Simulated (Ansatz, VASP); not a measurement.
**As in VASP and in Ansatz**

```
As
1.0
     2.73774    0.00000    0.00000
     0.00000    2.73774    0.00000
     0.00000    0.00000    2.73774
As
1
Direct
  0.00000 0.00000 0.00000
```

Alike in both runs: task relaxation of cell and atoms; functional LDA; k mesh 15 × 15 × 15; occupations fermi-dirac, width 0.08 eV; no spin polarisation.

|  | VASP | Ansatz |
| --- | --- | --- |
| version | VASP 6.6.1 | Ansatz 0.2.0 |
| potentials or method | VASP PAW LDA potentials, release 64 (As) | PAW with Ansatz's default frozen-core files, scalar-relativistic |
| plane-wave cutoff (eV) | 600 | 420 |
| valence electrons in the cell | 5 | 15 |

|  | VASP | Ansatz | Ansatz less VASP |
| --- | --- | --- | --- |
| relaxed volume (Å³/atom) | 19.16 | 19.09 | -0.073 |
| relaxed cell length with the largest relative difference (Å) | 2.676 | 2.672 | -0.0034 |
| energy change over the relaxation (meV/atom) | -25 | -28 | -2.6 |

The two sets of potentials don't hold the same shells in valence.
